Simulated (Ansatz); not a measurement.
The cell is COD entry 9013008, as deposited and not checked against the literature; nothing was relaxed.

A run on Sb: DFT, PBE, all-electron LAPW, scalar-relativistic (Ansatz 0.2.0). The input:

```yaml
crystal:
  lattice:
    - [3.16, 0.0, 0.0]
    - [0.0, 3.16, 0.0]
    - [0.0, 0.0, 3.16]
  atoms:
    - { symbol: Sb, position: [0.0, 0.0, 0.0] }
kpoints:
  mp_grid: { grid: [12, 12, 12] }
scf:
  occupations: { method: fermi_dirac, width: 0.08 }
hamiltonian:
  xc: pbe
  pseudopotentials:
    kind: all_electron
    lapw: { basis_error: 0.001, muffin_tin_radii: { Sb: 1.77 } }
output:
  forces: true
  stress: true
  eigenvalues: true
```

Problem. Is the run sound, and if not, why?

Solution. No. The program refused the input. The typed spheres overlap: twice 1.770 Å exceeds the shortest distance, 3.160 Å; smaller radii, or none typed, cure it. It says:
```
Error: `kind: all_electron` solves this crystal on LAPW (the input types lapw, or this build lists no dataset of some species for it), and no LAPW basis is found for it: the given muffin-tin radii of Sb and Sb, or the smallest supported ones, add up to 3.540 Å, and 3.160 Å are free between these atoms; give smaller radii, or leave one out; where each species has a listed dataset, leave lapw and dirac_shells out and run without spin–orbit coupling, or set another kind (and leave the keys of all_electron out)
```
 The same cell converged in the base run, which differs by not having this change: all sphere radii typed as 1.77 A.
